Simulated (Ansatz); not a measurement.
Crystal: SnO.

```
CELL_PARAMETERS angstrom
3.81370 0.00000 0.00000
0.00000 3.81370 0.00000
0.00000 0.00000 4.88691
ATOMIC_POSITIONS crystal
Sn 0.50000 0.00000 0.76463
Sn 0.00000 0.50000 0.23537
O 0.00000 0.00000 0.00000
O 0.50000 0.50000 0.00000
```

The cell is a database's computed one.

Base run:

* Program: Ansatz 0.2.0
* Functional: BLYP
* Potentials or basis: Ansatz PAW
* Cutoff: 420 eV (not typed: the program's choice for these potentials)
* k mesh: 7 × 7 × 6
* Occupations: fermi-dirac, width 0.05 eV
* Spin: no spin polarisation

Its results: band gap on the k mesh 0.59 eV, indirect (least direct gap 2.24 eV); pressure 8.1 GPa; largest force 0.541 eV/Å.

Question: The run is repeated on the same cell with these changes: functional from BLYP to SVWN5. What comes out?

Answer: Band gap on the k mesh 0.46 eV, indirect (least direct gap 2.01 eV); pressure -3.4 GPa; largest force 0.243 eV/Å.

SVWN5 binds more tightly than BLYP, so the same cell stands under less pressure.

Caveats: the k mesh misses the band edges, so the gap on the mesh is wider than the one along the path; spin-orbit coupling is left out, which moves the levels of the heavy elements; the PAW data sets come from PBE, with cores solved anew for the run's functional, which leaves a small shift of forces and pressure.
